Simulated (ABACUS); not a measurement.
W, 1 atom in the cell. Symmetry: Im-3m, No. 229, cubic system. Conventional cell: a = 3.165 Å, b = 3.165 Å, c = 3.165 Å, α = 90.00°, β = 90.00°, γ = 90.00°. Around W (site symmetry m-3m) lie 8 W at 2.74 Å. 

| Item | Value |
| --- | --- |
| Program | ABACUS 3.10.1 |
| Task | single point |
| Functional | B86bPBE |
| Potentials or basis | PseudoDojo NC SR 0.5 PBE standard |
| Cutoff | 1007 eV |
| Density cutoff | 4027 eV |
| Basis | plane waves |
| k mesh | 10 × 10 × 10 |
| Occupations | fermi-dirac, width 0.05 eV |
| Spin | no spin polarisation |
| Radial cutoff of the potentials (pseudo_rcut) | 10 bohr |
| SCF threshold on the density | 1e-08 |
| Max SCF steps | 100 |
| Eigensolver | dav |
| Mixing | broyden |
| Mixing share | 0.7 |
| Symmetry key | 1 |
| Bands | 17 |

Potentials or basis: PseudoDojo NC SR 0.5 PBE standard, plane waves.

Launch:

```bash
$ OMP_NUM_THREADS=1 mpirun -np 4 abacus > log
```

Hardware: 4 MPI ranks on Intel(R) Xeon(R) Platinum 8488C (Sapphire Rapids) (shared host).

Q: Estimate the wall time of this run.

A: Wall time 4 s on 4 MPI ranks on Intel(R) Xeon(R) Platinum 8488C (Sapphire Rapids), with other jobs on the host, peak memory 0.24 GiB a rank. Counts: scf iterations 6, k points 47, bands 17, ranks 4.
